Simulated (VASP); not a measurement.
Crystal: Li2Se.

```
Se Li
1.0
     0.00000    3.00250    3.00250
     3.00250    0.00000    3.00250
     3.00250    3.00250    0.00000
Se Li
1 2
Direct
  0.00000 0.00000 0.00000
  0.75000 0.75000 0.75000
  0.25000 0.25000 0.25000
```

Base run:

```yaml
Program: VASP 6.6.1
Functional: r2SCAN
Potentials_or_basis: VASP PAW PBE potentials, release 64 (Se, Li_sv)
Cutoff: 520 eV
k_mesh: 8 × 8 × 8
Occupations: fermi-dirac, width 0.05 eV
Spin: no spin polarisation
```

Its results: band gap on the k mesh 3.46 eV, indirect (least direct gap 4.14 eV).

Q: After a change of settings the same cell gave: band gap on the k mesh 4.18 eV, indirect (least direct gap 4.75 eV). Which change was it?
A. functional from r2SCAN to TB-mBJ
B. functional from r2SCAN to PBEsol; further incar settings from ALGO = Normal; EDIFF = 1e-06; NBANDS = 13 to ALGO = Normal; EDIFF = 1e-07; NBANDS = 13
C. functional from r2SCAN to BLYP; further incar settings from ALGO = Normal; EDIFF = 1e-06; NBANDS = 13 to ALGO = Normal; EDIFF = 1e-07
D. functional from r2SCAN to revPBE; further incar settings from ALGO = Normal; EDIFF = 1e-06; NBANDS = 13 to ALGO = Normal; EDIFF = 1e-07; NBANDS = 13

A: A.

Not every run made on this cell is shown here.
